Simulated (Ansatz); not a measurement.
# Os (sc type): how the settings move a relaxation

Question: which choices in the input matter for Os (sc type)?

Method: reference: DFT, PBE, PAW with Ansatz's default frozen-core files, scalar-relativistic, in Ansatz 0.2.0.

2 further runs of the same task are left out: 2 that didn't finish.

## Step 1: The system as given

It takes space group Pm-3m (No. 221, cubic). Conventional cell: a = 2.489 Å, b = 2.489 Å, c = 2.489 Å, α = 90.00°, β = 90.00°, γ = 90.00°. Os (site symmetry m-3m) has 6 Os at 2.49 Å as nearest neighbours.

Structure file:

```
CELL_PARAMETERS angstrom
2.48926 0.00000 0.00000
0.00000 2.48926 0.00000
0.00000 0.00000 2.48926
ATOMIC_POSITIONS crystal
Os 0.00000 0.00000 0.00000
```

## Step 2: The reference run

input.yaml

```yaml
crystal:
  lattice:
    - [2.4892638265, 0.0, 0.0]
    - [0.0, 2.4892638265, 0.0]
    - [0.0, 0.0, 2.4892638265]
  atoms:
    - { symbol: Os, position: [0.0, 0.0, 0.0] }
kpoints:
  mp_grid: { grid: [17, 17, 17] }
scf:
  occupations: { method: fermi_dirac, width: 0.08 }
hamiltonian:
  xc: pbe
  pseudopotentials: { kind: paw }
output:
  forces: true
  stress: true
  write_density: true
  write_potential: true
  elf: true
  volumetric_format: npy
relax:
  f_tol: 0.005
  max_steps: 40
  cell: {}
```

Started as:

```console
$ ansatz run input.yaml --threads 1 --pin off --max-ram 2048MiB --backend cpu --events-out ev --progress --plain --runs-dir out
```

## Step 3: Changing settings: mp_grid.grid [11, 11, 11], mp_grid.shift [0.5, 0.5, 0.5], lower_state_search off

Changes to input.yaml since step 2:

```diff
@@ -8,5 +8,6 @@
 kpoints:
-  mp_grid: { grid: [17, 17, 17] }
+  mp_grid: { grid: [11, 11, 11], shift: [0.5, 0.5, 0.5] }
 scf:
   occupations: { method: fermi_dirac, width: 0.08 }
+  lower_state_search: "off"
 hamiltonian:
@@ -17,6 +18,2 @@
   stress: true
-  write_density: true
-  write_potential: true
-  elf: true
-  volumetric_format: npy
 relax:
```

**Question.** What will these runs give? Wanted: for each run, ending; energy change; pressure; gap; force.

The runs gave:

```csv
run,ending,energy change,pressure (GPa),gap (eV),force (eV/Å),cycles,time
reference,converged,0,0.0,0.00,0.00,25,7.5 s
"1: mp_grid.grid [11, 11, 11], mp_grid.shift [0.5, 0.5, 0.5], lower_state_search off",converged,+3.0 meV/atom,0.0,0.00,0.00,25,2.6 s
```

Times don't compare one to one where runs were asked for different outputs or read a saved state (see the inputs); cycles may leave out searches for a lower state.

Changing the k-point mesh and search for lower states moves the energy by +3.0 meV/atom.
